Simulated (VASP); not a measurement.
# MoS2 (R3m) in VASP: single point with r2SCAN

Aim: the single point of MoS2 with r2SCAN.

Everything below comes from runs of VASP 6.6.1. Logs are shortened: lines on timing, memory, paths and dates and some standing lists are left out, and cuts for length are marked.

## 1. The cell of the first run

The structure is trigonal, space group R3m (No. 160). Conventional cell: a = 3.244 Å, b = 3.244 Å, c = 18.985 Å, α = 90.00°, β = 90.00°, γ = 120.00°. Mo (site symmetry 3m) is surrounded by 6 S at 2.42 Å. S (site symmetry 3m) is surrounded by 3 Mo at 2.42 Å. Around S (site symmetry 3m) lie 3 Mo at 2.42 Å.

The cell was built by a generator and needn't be a form met in nature.

## 2. Single point, r2SCAN (hydrostatic strain +2.2%)

Contents of POSCAR:

```
MoS2
1.0
    1.6220414536      0.9364860699      6.3283480886
   -1.6220414536      0.9364860699      6.3283480886
    0.0000000000     -1.8729721397      6.3283480886
Mo S
1 2
Direct
   -0.0000084520     -0.0000084520     -0.0000084520
    0.4142384035      0.4142384035      0.4142384035
    0.2524367152      0.2524367152      0.2524367152
```

Contents of INCAR.step1:

```
PREC = Accurate ; ENCUT = 520
ISMEAR = 0 ; SIGMA = 0.01
LREAL = F ; LASPH = T
NELM = 100 ; NBANDS = 20
GGA = PE ; ALGO = Normal
EDIFF = 1E-4 ; LWAVE = T
LCHARG = F
```

Contents of INCAR.step2:

```
PREC = Accurate ; ENCUT = 520
EDIFF = 1E-6 ; ISMEAR = 0
SIGMA = 0.01 ; LREAL = F
LASPH = T ; NELM = 100
ALGO = Normal ; ISIF = 2
LWAVE = F ; LCHARG = F
METAGGA = R2SCAN ; LMIXTAU = T
NBANDS = 20 ; ISTART = 1
```

Contents of KPOINTS:

```
Automatic mesh
0
Gamma
  10 10 10
```

Potentials or basis: VASP PAW PBE potentials, release 64 (Mo_sv, S).

Started as:

```sh
cat potpaw_PBE.64/Mo_sv/POTCAR potpaw_PBE.64/S/POTCAR > POTCAR
cp INCAR.step1 INCAR
mpirun -np 1 vasp_std > vasp.out
cp INCAR.step2 INCAR
mpirun -np 1 vasp_std > vasp.out
```

OUTCAR:

```text
PREC = Accurate
   ENCUT = 520
   EDIFF = 1E-6
   ISMEAR = 0
   LREAL = F
   LASPH = T
   NELM = 100
   ISIF = 2
   METAGGA = R2SCAN
   ISTART = 1

 ion  position               nearest neighbor table
   1  1.000  1.000  1.000-   3 2.42   3 2.42   3 2.42   2 2.42   2 2.42   2 2.42
   2  0.414  0.414  0.414-   1 2.42   1 2.42   1 2.42
   3  0.252  0.252  0.252-   1 2.42   1 2.42   1 2.42

  LATTYP: Found a trigonal (rhomboedric) cell.
 ALAT       =     6.5996980360
 COS(alpha) =     0.8791891991

  Lattice vectors:

 A1 = (   1.6220414536,   0.9364860699,   6.3283480886)
 A2 = (  -1.6220414536,   0.9364860699,   6.3283480886)
 A3 = (   0.0000000000,  -1.8729721397,   6.3283480886)

Analysis of symmetry for initial positions (statically):
=====================================================================
 Subroutine PRICEL returns:
 Original cell was already a primitive cell.

 Routine SETGRP: Setting up the symmetry group for a
 trigonal (rhombohedral) supercell.

 Subroutine GETGRP returns: Found  6 space group operations
 (whereof  6 operations were pure point group operations)
 out of a pool of 12 trial point group operations.

The static configuration has the point symmetry C_3v.

Analysis of symmetry for dynamics (positions and initial velocities):
=====================================================================
 Subroutine PRICEL returns:
 Original cell was already a primitive cell.

 Routine SETGRP: Setting up the symmetry group for a
 trigonal (rhombohedral) supercell.

 Subroutine GETGRP returns: Found  6 space group operations
 (whereof  6 operations were pure point group operations)
 out of a pool of 12 trial point group operations.

The dynamic configuration has the point symmetry C_3v.

 Subroutine INISYM returns: Found  6 space group operations
 (whereof  6 operations are pure point group operations),
 and found     1 'primitive' translations

----------------------------------------------------------------------------------------

                                     Primitive cell

  volume of cell :      57.6773

  direct lattice vectors                    reciprocal lattice vectors
     1.622041454  0.936486070  6.328348089     0.308253528  0.177970257  0.052673040
    -1.622041454  0.936486070  6.328348089    -0.308253528  0.177970257  0.052673040
     0.000000000 -1.872972140  6.328348089     0.000000000 -0.355940514  0.052673040

  length of vectors
     6.599698036  6.599698036  6.599698036     0.359816757  0.359816757  0.359816757

  position of ions in fractional coordinates (direct lattice)
     0.999991548  0.999991548  0.999991548
     0.414238404  0.414238404  0.414238404
     0.252436715  0.252436715  0.252436715

  ion indices of the primitive-cell ions
   primitive index   ion index
                 1           1
                 2           2
                 3           3

----------------------------------------------------------------------------------------

 KPOINTS: Automatic mesh

Automatic generation of k-mesh.
 Grid dimensions read from file:
 generate k-points for:   10   10   10

 Generating k-lattice:

  Cartesian coordinates                     Fractional coordinates (reciprocal lattice)
     0.030825353  0.017797026  0.005267304     0.100000000  0.000000000  0.000000000
    -0.030825353  0.017797026  0.005267304     0.000000000  0.100000000  0.000000000
     0.000000000 -0.035594051  0.005267304     0.000000000  0.000000000  0.100000000

  Length of vectors
     0.035981676  0.035981676  0.035981676

  Shift w.r.t. Gamma in fractional coordinates (k-lattice)
     0.000000000  0.000000000  0.000000000

 Subroutine IBZKPT returns following result:
 ===========================================

 Found    116 irreducible k-points:

 Following reciprocal coordinates:
            Coordinates               Weight
  0.000000  0.000000  0.000000      1.000000
  0.100000 -0.000000  0.000000      6.000000
  0.200000 -0.000000  0.000000      6.000000
  0.300000  0.000000  0.000000      6.000000
  0.400000  0.000000  0.000000      6.000000
  0.500000  0.000000 -0.000000      3.000000
[... 16 lines left out ...]
  0.300000  0.300000  0.000000      6.000000
  0.400000  0.300000 -0.000000     12.000000
 [... further k-points ...]
   k-points           NKPTS =    116   k-points in BZ     NKDIM =    116   number of bands    NBANDS=     20
   number of dos      NEDOS =    301   number of ions     NIONS =      3
   total plane-waves  NPLWV = 125000
   dimension x,y,z NGX =    50 NGY =   50 NGZ =   50
   dimension x,y,z NGXF=   100 NGYF=  100 NGZF=  100
   ions per type =               1   2
   NGX,Y,Z   is equivalent  to a cutoff of  12.59, 12.59, 12.59 a.u.
   NGXF,Y,Z  is equivalent  to a cutoff of  25.19, 25.19, 25.19 a.u.
 SYSTEM =  unknown system
   PREC   = accura    normal or accurate (medium, high low for compatibility)
   ISTART =      1    job   : 0-new  1-cont  2-samecut
   ICHARG =      0    charge: 1-file 2-atom 10-const
   ISPIN  =      1    spin polarized calculation?
   LNONCOLLINEAR =      F non collinear calculations
   LSORBIT =      F    spin-orbit coupling
   LASPH  =      T    aspherical Exc in radial PAW
   ENCUT  =  520.0 eV  38.22 Ry    6.18 a.u.  12.27 12.27 12.27*2*pi/ulx,y,z
   NELM   =    100;   NELMIN=  2; NELMDL=  0     # of ELM steps
   EDIFF  = 0.1E-05   stopping-criterion for ELM
   LREAL  =      F    real-space projection
   EDIFFG = 0.1E-04   stopping-criterion for IOM
   NSW    =      0    number of steps for IOM
   IBRION =     -1    ionic relax: 0-MD 1-quasi-New 2-CG
   NFREE  =      0    steps in history (QN), initial steepest desc. (CG)
   ISIF   =      2    stress and relaxation
   ISYM   =      2    0-nonsym 1-usesym 2-fastsym
   POTIM  = 0.5000    time-step for ionic-motion
   TEBEG  =    0.0;   TEEND  =   0.0 temperature during run
   PSTRESS=    0.0 pullay stress
   NELECT =      26.0000    total number of electrons
   NUPDOWN=      -1.0000    fix difference up-down
   EMIN   =  10.00;   EMAX   =-10.00  energy-range for DOS
   EFERMI =   0.00;   METHOD = LEGACY
   ISMEAR =     0;   SIGMA  =   0.01  broadening in eV -4-tet -1-fermi 0-gaus
   EFERMI_NEDOS =   21; number of points for ismear=-14 and -15
   IALGO  =     38    algorithm
   IMIX   =      4    mixing-type and parameters
     AMIX     =   0.40;   BMIX     =  1.00
     AMIX_MAG =   1.60;   BMIX_MAG =  1.00
  volume/ion in A,a.u.               =      19.23       129.74
  Fermi-wavevector in a.u.,A,eV,Ry     =   1.255252  2.372083 21.438129  1.575658
  Thomas-Fermi vector in A             =   2.389018
   LORBIT       =      0    0 simple, 1 ext, 2 COOP (PROOUT), +10 PAW based schemes
   METAGGA = R2SCAN    functional components
   LHFCALC =     F    Hartree Fock is set to
   AEXX    =    0.0000 exact exchange contribution
   IVDW    =     0    specifies the selected vdW correction
   LEPSILON=     F    determine dielectric tensor
   LRPA    =     F    only Hartree local field effects (RPA)
 non-spin polarized calculation
 Gauss-broadening in eV      SIGMA  =   0.01
  energy-cutoff  :      520.00
  volume of cell :       57.68
 maximum number of plane-waves:      1574
 NGX is ok and might be reduce to    50
   NGX = 25   NGY = 25   NGZ = 25

 number of electron      26.0000001 magnetization

 Free energy of the ion-electron system (eV)
  ---------------------------------------------------
  ext. energy  EPLUGINS =         0.00000000
  ---------------------------------------------------
  free energy    TOTEN  =       -45.00930972 eV

  energy without entropy =      -45.00930972  energy(sigma->0) =      -45.00930972

 E-fermi :   6.6818     XC(G=0): -11.0228

 val. band max:        6.5670900465   @ k =   0.5000   0.5000   0.5000
 cond. band min:       7.4325737900   @ k =  -0.3000   0.3000   0.0000
 fundamental gap:      0.8654837435
 Fermi energy:         6.6817900086

 k-point     1 :       0.0000    0.0000    0.0000
  band No.  band energies     occupation
      1     -57.0764      2.00000
      2     -30.4493      2.00000
      3     -30.3088      2.00000
      4     -30.3088      2.00000
      5      -8.9267      2.00000
      6      -7.2775      2.00000
[... 12 lines left out ...]
     19      15.0354      0.00000
     20      15.1320      0.00000

 k-point     2 :       0.1000   -0.0000    0.0000
  band No.  band energies     occupation
      1     -57.0734      2.00000
      2     -30.4428      2.00000
      3     -30.3411      2.00000
      4     -30.3162      2.00000
      5      -8.7833      2.00000
      6      -7.2345      2.00000
[... 12 lines left out ...]
     19      15.1600      0.00000
     20      15.7258      0.00000

 k-point     3 :       0.2000   -0.0000    0.0000
  band No.  band energies     occupation
      1     -57.0653      2.00000
      2     -30.4260      2.00000
      3     -30.4249      2.00000
      4     -30.3354      2.00000
      5      -8.3869      2.00000
      6      -7.1156      2.00000
[... 12 lines left out ...]
     19      15.4597      0.00000
     20      15.8888      0.00000

 k-point     4 :       0.3000    0.0000    0.0000
  band No.  band energies     occupation
      1     -57.0553      2.00000
      2     -30.5269      2.00000
      3     -30.4051      2.00000
      4     -30.3590      2.00000
      5      -7.8423      2.00000
      6      -6.9547      2.00000
[... 12 lines left out ...]
     19      14.4453      0.00000
     20      15.1096      0.00000

 k-point     5 :       0.4000    0.0000    0.0000
  band No.  band energies     occupation
      1     -57.0472      2.00000
      2     -30.6082      2.00000
      3     -30.3882      2.00000
      4     -30.3780      2.00000
      5      -7.3375      2.00000
      6      -6.8117      2.00000
[... 12 lines left out ...]
     19      14.0126      0.00000
     20      14.4523      0.00000

 k-point     6 :       0.5000    0.0000   -0.0000
  band No.  band energies     occupation
      1     -57.0441      2.00000
      2     -30.6390      2.00000
      3     -30.3853      2.00000
      4     -30.3817      2.00000
      5      -7.1223      2.00000
      6      -6.7546      2.00000
[... 12 lines left out ...]
     19      13.9020      0.00000
     20      14.3400      0.00000

 k-point     7 :       0.1000    0.1000    0.0000
  band No.  band energies     occupation
      1     -57.0734      2.00000
      2     -30.4428      2.00000
      3     -30.3411      2.00000
      4     -30.3162      2.00000
      5      -8.7787      2.00000
      6      -7.2429      2.00000
[... 12 lines left out ...]
     19      15.1876      0.00000
     20      15.7415      0.00000
[... 277 lines left out ...]
 k-point    20 :      -0.4000    0.2000    0.0000
  band No.  band energies     occupation
      1     -57.0416      2.00000
      2     -30.6014      2.00000
      3     -30.4557      2.00000
      4     -30.3765      2.00000
      5      -6.9618      2.00000
      6      -6.6882      2.00000
[... 12 lines left out ...]
     19      15.3142      0.00000
     20      15.6979      0.00000

 k-point    21 :      -0.3000    0.2000    0.0000
  band No.  band energies     occupation
      1     -57.0441      2.00000
      2     -30.5866      2.00000
      3     -30.4394      2.00000
      4     -30.3817      2.00000
      5      -7.1503      2.00000
      6      -6.7280      2.00000
[... 12 lines left out ...]
     19      14.9254      0.00000
     20      15.8186      0.00000

 k-point    22 :      -0.2000    0.2000    0.0000
  band No.  band energies     occupation
      1     -57.0507      2.00000
      2     -30.5443      2.00000
      3     -30.4000      2.00000
      4     -30.3954      2.00000
      5      -7.5794      2.00000
      6      -6.8530      2.00000
[... 12 lines left out ...]
     19      15.0161      0.00000
     20      15.8434      0.00000

 k-point    23 :       0.3000    0.3000    0.0000
  band No.  band energies     occupation
      1     -57.0553      2.00000
      2     -30.5269      2.00000
      3     -30.4051      2.00000
      4     -30.3590      2.00000
      5      -7.8077      2.00000
      6      -7.0040      2.00000
[... 12 lines left out ...]
     19      14.8343      0.00000
     20      15.2362      0.00000

 k-point    24 :       0.4000    0.3000   -0.0000
  band No.  band energies     occupation
      1     -57.0497      2.00000
      2     -30.5697      2.00000
      3     -30.3934      2.00000
      4     -30.3860      2.00000
      5      -7.4652      2.00000
      6      -6.9056      2.00000
[... 12 lines left out ...]
     19      14.5554      0.00000
     20      15.3869      0.00000

 [... further k-points ...]

------------------------ aborting loop because EDIFF is reached ----------------------------------------

  FORCE on cell =-STRESS in cart. coord.  units (eV):
  Direction    XX          YY          ZZ          XY          YZ          ZX
  --------------------------------------------------------------------------------------
  -------------------------------------------------------------------------------------
  Total       -1.7163288     -1.7163288     -0.0446941      0.0000000     -0.0000000     -0.0000000
  in kB      -47.6767012    -47.6767012     -1.2415263      0.0000000     -0.0000000     -0.0000000
  external PRESSURE =     -32.1983096 kB  Pullay stress =       0.0000000 kB

 VOLUME and BASIS-vectors are now :
 -----------------------------------------------------------------------------
  energy-cutoff  :      520.00
  volume of cell :       57.68
      direct lattice vectors                 reciprocal lattice vectors
     1.622041454  0.936486070  6.328348089     0.308253528  0.177970257  0.052673040
    -1.622041454  0.936486070  6.328348089    -0.308253528  0.177970257  0.052673040
     0.000000000 -1.872972140  6.328348089     0.000000000 -0.355940514  0.052673040

 POSITION                                       TOTAL-FORCE (eV/Angst)
 -----------------------------------------------------------------------------------
      0.00000      0.00000     18.98488         0.000000      0.000000      0.000523
      0.00000      0.00000      7.86433         0.000000     -0.000000     -0.049493
      0.00000      0.00000      4.79252         0.000000      0.000000      0.048970
 -----------------------------------------------------------------------------------
    total drift:                                0.000000     -0.000000      0.000049

  FREE ENERGIE OF THE ION-ELECTRON SYSTEM (eV)
  ---------------------------------------------------
  free  energy   TOTEN  =       -45.0093097164 eV

  energy  without entropy=      -45.0093097164  energy(sigma->0) =      -45.00930972
```

Wall time 19 min (1 thread of AMD EPYC 9R14 (Zen 4), shared host); peak memory 0.43 GiB.

What came out:

```
Free energy            : -45.0093 eV
Pressure               : -3.2 GPa
Largest force          : 0.049 eV/Å
Band gap on the k mesh : 0.87 eV, indirect (least direct gap 1.84 eV)
```

Forces in eV/Å, atoms in the order of the input:
```
Mo   0.000  0.000  0.001
S    0.000  0.000 -0.049
S    0.000  0.000  0.049
```

Caveat: the PAW data sets were made with another functional, which shifts forces and pressure a little.
